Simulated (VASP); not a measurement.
Runs of VASP 6.6.1 on Ta2N. Symmetry: P-3m1, No. 164, trigonal system. The conventional cell has a = 3.113 Å, b = 3.113 Å, c = 4.870 Å, α = 90.00°, β = 90.00°, γ = 120.00°. Ta (site symmetry 3m) has 3 N at 2.18 Å as nearest neighbours. N (site symmetry -3m) is surrounded by 6 Ta at 2.18 Å. The cell comes from a database or a generator and needn't be the stable form of this composition.

```tsv
share of exact exchange	gap on the mesh (eV)	pressure (GPa)	largest force (eV/Å)
0.25	none	-8.5	0.79
0.15	none	-5.4	(b)
0.1	none	-3.8	(c)
0.05	none	(a)	0.72
0.2	none	-6.9	0.72
```

Alike in all rows: task single point; level PBE0(alpha); potentials or basis VASP PAW PBE potentials, release 64 (Ta_pv, N); no spin polarisation; cell as given; k mesh 5 × 5 × 3; cutoff (eV) 520; smearing fermi-dirac 0.05 eV; the mesh is coarse, so values aren't converged.

Problem. Estimate the missing entries.

Solution. (a) -2.2; (b) 0.65; (c) 0.63.

Caveats: all runs use coarse meshes; the PAW data sets were made with another functional, which shifts forces and pressure a little.

A k mesh can miss the band edges, and the runs leave out spin-orbit coupling on Ta.

A gap of «none» marks a metal or a gap under the smearing width.
